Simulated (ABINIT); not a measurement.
Crystal: Nb.

```
Nb
1.0
     3.98528    0.00000    0.00000
     0.00000    3.98528    0.00000
     0.00000    0.00000    3.98528
Nb
3
Direct
  0.50000 0.00000 0.00000
  0.00000 0.50000 0.00000
  0.00000 0.00000 0.50000
```

The cell was built by a generator and needn't be a form met in nature.

| Item | Value |
| --- | --- |
| Program | ABINIT 10.8.3 (patched build) |
| Task | single point |
| Functional | PBE |
| Potentials or basis | JTH PAW PBE v2.0 |
| Cutoff | 435 eV |
| k mesh | 7 × 7 × 7 |
| Occupations | fermi-dirac, width 0.05 eV |
| Spin | no spin polarisation |

On this cell: pressure -0.3 GPa; largest force zero by symmetry; band gap on the k mesh none (metal or under the smearing width).

The same run follows on a disturbed copy (atoms moved at random, drawn with an rms of 0.05 Å):

```xyz
3
Lattice="3.9853 0.0000 0.0000 0.0000 3.9853 0.0000 0.0000 0.0000 3.9853" Properties=species:S:1:pos:R:3 pbc="T T T"
Nb    1.9822   -0.0452   -0.0479
Nb    0.0421    2.0166    0.0433
Nb    0.0310   -0.0276    1.9986
```

Task: What does the disturbed cell give?

Result: The energy (extrapolated to zero smearing) moves by +8.2 meV/atom; pressure 0.0 GPa; largest force 0.503 eV/Å; band gap on the k mesh none (metal or under the smearing width).

Forces on the atoms (eV/Å):
```
Nb   0.354  0.241  0.198
Nb  -0.192 -0.443 -0.144
Nb  -0.162  0.202 -0.055
```

Stress tensor (GPa, compression positive):
```
 0.22  0.12  0.02
 0.12  0.08 -0.02
 0.02 -0.02 -0.31
```
